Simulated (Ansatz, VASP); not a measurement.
# Two plane-wave programs on P

```
P
1.0
     1.67619   -5.03908    0.00000
     1.67619    5.03908    0.00000
     0.00000    0.00000    4.03875
P
4
Direct
  0.10755 0.89245 0.93232
  0.60755 0.39245 0.56768
  0.89245 0.10755 0.06768
  0.39245 0.60755 0.43232
```

Alike in both runs: task single point; functional LDA; k mesh 6 × 6 × 5; occupations fermi-dirac, width 0.05 eV; no spin polarisation.

|  | VASP | Ansatz |
| --- | --- | --- |
| version | VASP 6.6.1 | Ansatz 0.2.0 |
| potentials or method | VASP PAW LDA potentials, release 64 (P) | plane waves (420 eV) with PAW, scalar-relativistic |
| plane-wave cutoff (eV) | 520 | 420 |
| valence electrons in the cell | 20 | 20 |

Ansatz gave:

- pressure (GPa): -0.1
- largest component of the traceless stress (GPa): 0.35

Question: Which values does VASP return?

Answer: Pressure (GPa): -0.4; largest component of the traceless stress (GPa): 0.39.

Ansatz warned: «pseudo_functional_mismatch».
